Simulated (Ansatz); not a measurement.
Starting cell, CsCl (CsCl type):

```
CsCl
1.0
    4.20527     0.00000     0.00000
    0.00000     4.20527     0.00000
    0.00000     0.00000     4.20527
Cs Cl
1 1
Direct
  0.00000   0.00000   0.00000
  0.50000   0.50000   0.50000
```

A phonon eigenvector at Γ is frozen into this cell: atom i moves by Q times the vector below, so Q is the largest atomic displacement, in Å. The cell is held. It is one choice among 3 degenerate patterns.

```csv
atom,x,y,z
Cs1,0.000,0.000,0.267
Cl2,0.000,0.000,-1.000
```

Level of theory: PBE (plane waves to 420 eV, PAW, scalar-relativistic; Ansatz, a first-principles code). k mesh 8×8×8 (Γ-centred), Fermi-Dirac smearing 0.05 eV. The energy includes the smearing's −TS. CsCl was relaxed with its symmetry unable to fall. The zero of ΔE is the undisplaced structure.

```json
[
 {"Q (Å)": "-0.2800", "ΔE (meV/cell)": "36.8"},
 {"Q (Å)": "-0.2333", "ΔE (meV/cell)": "25.3"},
 {"Q (Å)": "-0.1867", "ΔE (meV/cell)": "16.1"},
 {"Q (Å)": "-0.1400", "ΔE (meV/cell)": "9.0"},
 {"Q (Å)": "-0.0933", "ΔE (meV/cell)": "withheld"},
 {"Q (Å)": "-0.0467", "ΔE (meV/cell)": "1.0"},
 {"Q (Å)": "0.0000", "ΔE (meV/cell)": "0.0"},
 {"Q (Å)": "0.0467", "ΔE (meV/cell)": "1.0"},
 {"Q (Å)": "0.0933", "ΔE (meV/cell)": "withheld"},
 {"Q (Å)": "0.1400", "ΔE (meV/cell)": "9.0"},
 {"Q (Å)": "0.1867", "ΔE (meV/cell)": "16.1"},
 {"Q (Å)": "0.2333", "ΔE (meV/cell)": "25.3"},
 {"Q (Å)": "0.2800", "ΔE (meV/cell)": "36.8"}
]
```

**Question.** Fit an even polynomial form (powers 2, 4) to the given rows and predict ΔE at Q = 0.0933.

**Answer.** Least squares on the 11 given rows: ΔE = (455.5)·Q² + (176.4)·Q⁴, in meV/cell with Q in Å; root-mean-square residual 0.01 meV/cell. At 0.0933 the fit gives 4.0 meV/cell; the calculation gives 4.0 meV/cell, the same to the digits shown. The quadratic term alone would give 4.0 meV/cell.

(A displaced cell: forces are minus the slopes of the energy, force constants its curvatures, and phonons follow from these.)
